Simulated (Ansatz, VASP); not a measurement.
# Two plane-wave programs on Pt

```
CELL_PARAMETERS angstrom
-1.57044 1.57044 1.57044
1.57044 -1.57044 1.57044
1.57044 1.57044 -1.57044
ATOMIC_POSITIONS crystal
Pt 0.00000 0.00000 0.00000
```

Alike in both runs: functional r2SCAN; k mesh 14 × 14 × 14; occupations fermi-dirac, width 0.1 eV; no spin polarisation.

Ansatz relaxed the structure, and its values are those at the end. VASP's run is a single point on that final structure, the one shown.

|  | VASP | Ansatz |
| --- | --- | --- |
| version | VASP 6.6.1 | Ansatz 0.2.0 |
| potentials or method | VASP PAW PBE potentials, release 64 (Pt) | plane waves (500 eV) with PAW, scalar-relativistic |
| plane-wave cutoff (eV) | 520 | 500 |
| valence electrons in the cell | 10 | 18 |

```csv
,VASP,Ansatz,Ansatz less VASP
pressure (GPa),0.6,0.0,-0.64
```

The functional is the same, so the differences come from potentials, cutoffs and numerics. The two sets of potentials don't hold the same shells in valence.

Caveats: the PAW data sets were made with another functional, which shifts forces and pressure a little (VASP). Spin-orbit coupling is left out, which matters for the levels of Pt.
